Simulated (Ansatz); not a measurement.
# Pressure coefficients of CoO

```cif
data_structure
_symmetry_space_group_name_H-M 'P 1'
_symmetry_Int_Tables_number 1
_cell_length_a 3.1814
_cell_length_b 3.1814
_cell_length_c 3.1814
_cell_angle_alpha 60.000
_cell_angle_beta 60.000
_cell_angle_gamma 60.000
_cell_volume 22.77
loop_
_atom_site_label
_atom_site_type_symbol
_atom_site_fract_x
_atom_site_fract_y
_atom_site_fract_z
_atom_site_occupancy
Co1 Co 0.00000 0.00000 0.00000 1
O1 O 0.25000 0.25000 0.25000 1
```

The runs use the primitive cell with vectors (0.000, 2.250, 2.250), (2.250, 0.000, 2.250), (2.250, 2.250, 0.000) Å, to which the k mesh refers.

The cell was built from the zincblende type and relaxed in the same program, and has space group F-43m; it needn't be a known or the stable phase.

Semilocal functionals without U often leave such compounds metallic or with too small a gap, and the real magnetic order may differ.

Other magnetic orders may lie lower; this is the state that the run reached.

Computed with DFT, PBE, all-electron LAPW, scalar-relativistic (Ansatz 0.2.0).

Sampling and basis: a Γ-centred 13×13×13 k mesh, Fermi–Dirac smearing of 0.05 eV, basis error target 0.5 meV/atom, spin-polarised from start moments Co1 2 μB.

The cell is scaled evenly with fractional coordinates held.

| V/V(cell) | P (GPa) | cell moment (μB) |
| --- | --- | --- |
| 0.9750 | 3.31 | 2.652 |
| 1.0000 | 0.21 | 2.749 |
| 1.0250 | -2.66 | 2.823 |
| 1.0500 | -5.26 | 2.882 |

**Question.** From the rows at 0.9750 and 1.0250, what is the bulk modulus at the cell's volume?

**Answer.** B = −ΔP/Δln V = −[(-2.66) − (3.31)]/0.05001 = 119.4 GPa.

In a magnetic metal the moment, and with it the modulus, depend on the k mesh by some per cent, and the slopes vary along the table.

**Question.** How does the moment scale with volume?

**Answer.** dln M/dln V = ln(2.823/2.652)/0.05001 = 1.3: expansion raises it.

**Question.** Predict the row at V/V(cell) = 0.9500. How far is a linear estimate of P off?

**Answer.** P = 6.24 GPa, moment 2.491 μB. The linear estimate P(cell) − B ln(V/V(cell)) = 6.33 GPa misses by -0.09 GPa.
